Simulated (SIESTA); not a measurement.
Runs of SIESTA 5.4.2 on La. Symmetry: P6_3/mmc, No. 194, hexagonal system. The conventional cell has a = 3.750 Å, b = 3.750 Å, c = 6.070 Å, α = 90.00°, β = 90.00°, γ = 120.00°. Around La (site symmetry -6m2) lie 12 La at 3.73 to 3.75 Å. This isn't the form of La at room conditions, which is double hcp.

```tsv
task	level	potentials or basis	cell	energy shift	gap on the mesh (eV)	pressure (GPa)	V0 of scaled cells (Å³/atom)	B0 (GPa)
equation of state	PBEGcGxLO	PseudoDojo 0.4 stringent (PBE files), SZ (energy shift 0.002 Ry)	as given	0.002 Ry	-	-	36.51	45
single point	PBE	PseudoDojo 0.4 standard (PBE files), DZP (energy shift 0.002 Ry)	as given	0.002 Ry	none	(a)	-	-
equation of state	PBEGcGxHEG	PseudoDojo 0.4 standard (PBE files), DZP (energy shift 0.01 Ry)	atoms moved at random	0.01 Ry	-	-	35.22	45
single point	PBE	PseudoDojo 0.4 standard (PBE files), DZP (energy shift 0.002 Ry)	atoms moved at random, drawn with an rms of 0.05 Å	0.002 Ry	none	3.2	-	-
```

Alike in all rows: no spin polarisation; k mesh 8 × 8 × 5; smearing fermi-dirac 0.05 eV; grid cutoff 800 Ry.

**Question.** Fill in the values left out.

**Answer.** (a) 3.1.

Caveats: the basis of atomic orbitals isn't converged, which shifts pressures, moduli and gaps; semicore shells carry a single zeta, which can move pressures by several GPa and volumes by a few percent (some runs); the cell was scaled at fixed shape and fractional positions, which overstates the stiffness of a crystal with free parameters, most of all of layers and chains (some runs); the potentials were made for another functional, which shifts forces and pressure (some runs); the basis has no polarisation orbitals (some runs).

A k mesh can miss the band edges, and the runs leave out spin-orbit coupling on La.

A gap of «none» marks a metal or a gap under the smearing width.
